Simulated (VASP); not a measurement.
CH4: single point with rev-vdW-DF2

CH4, in a box:

```xyz
5
Lattice="12.2282 0.0000 0.0000 0.0000 12.7282 0.0000 0.0000 0.0000 13.2282" Properties=species:S:1:pos:R:3 pbc="T T T"
C     6.1520    6.4277    6.6247
H     6.3904    5.4680    7.0943
H     6.9114    7.1685    6.8958
H     5.1701    6.7701    6.9712
H     6.1312    6.3081    5.5360
```

```json
{
 "Program": "VASP 6.6.1",
 "Task": "single point",
 "Functional": "rev-vdW-DF2",
 "Potentials or basis": "VASP PAW PBE potentials, release 64 (C, H)",
 "Cutoff": "400 eV",
 "k mesh": "1 × 1 × 1",
 "Occupations": "gaussian, width 0.005 eV",
 "Spin": "no spin polarisation",
 "Further INCAR settings": "ALGO = Fast; EDIFF = 1e-06; ISYM = 0"
}
```

* Largest force: 0.093 eV/Å
* Gap between the frontier levels: 8.73 eV

Forces on the atoms (eV/Å):
```
C   -0.048  0.028 -0.010
H    0.026 -0.080  0.039
H    0.068  0.053  0.024
H   -0.050  0.013  0.020
H    0.004 -0.014 -0.074
```

Levels at points of the mesh, in eV from the valence-band top:
| k point | band 1 | band 2 | band 3 | band 4 | band 5 | band 6 | band 7 | band 8 |
| --- | --- | --- | --- | --- | --- | --- | --- | --- |
| (0.00, 0.00, 0.00) | -7.54 | -0.02 | -0.01 | 0.00 | 8.73 | 9.83 | 9.87 | 9.93 |

Run time: 4.7 min on 4 MPI ranks on Intel(R) Xeon(R) 6975P-C (Granite Rapids), with other jobs on the host, peak memory 1.1 GiB a rank.

Caveat: the PAW data sets were made with another functional, which shifts forces and pressure a little.
